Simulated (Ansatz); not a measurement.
# BeS: the cost of one run

Program: Ansatz 0.2.0. Level of theory: reference: DFT, HSE06, plane waves, PAW. These are calculated values, not measurements.

2 further runs of the same task are left out: 2 that didn't finish.

### Step 1. The structure to begin with

The structure is cubic, space group Fm-3m (No. 225). The conventional cell has a = 4.635 Å, b = 4.635 Å, c = 4.635 Å, α = 90.00°, β = 90.00°, γ = 90.00°. Around Be (site symmetry m-3m) lie 6 S at 2.32 Å. S (site symmetry m-3m) is surrounded by 6 Be at 2.32 Å.

As a file:

```cif
data_structure
_symmetry_space_group_name_H-M 'P 1'
_symmetry_Int_Tables_number 1
_cell_length_a 3.2772
_cell_length_b 3.2772
_cell_length_c 3.2772
_cell_angle_alpha 60.000
_cell_angle_beta 60.000
_cell_angle_gamma 60.000
_cell_volume 24.89
loop_
_atom_site_label
_atom_site_type_symbol
_atom_site_fract_x
_atom_site_fract_y
_atom_site_fract_z
_atom_site_occupancy
Be1 Be 0.00000 0.00000 0.00000 1
S1 S 0.50000 0.50000 0.50000 1
```

### Step 2. Baseline

File input.yaml:

```yaml
crystal:
  lattice:
    - [0.0, 2.3172971951, 2.3172971951]
    - [2.3172971951, 0.0, 2.3172971951]
    - [2.3172971951, 2.3172971951, 0.0]
  atoms:
    - { symbol: Be, position: [0.0, 0.0, 0.0] }
    - { symbol: S, position: [0.5, 0.5, 0.5] }
kpoints:
  mp_grid: { grid: [4, 4, 4] }
hamiltonian:
  xc: hse06
scf:
  occupations: { method: fixed }
  n_extra_bands: 4
output:
  forces: true
  stress: true
  eigenvalues: true
```

Started as:

```sh
$ ansatz run input.yaml --threads 4 --pin off --max-ram 3686MiB --backend cpu --events-out ev --progress --plain --runs-dir out
```

What time and memory should one allow on 4 threads of Intel Xeon 6975P-C (Granite Rapids), shared host?

About 1.2 s, with a peak of 0.47 GiB.
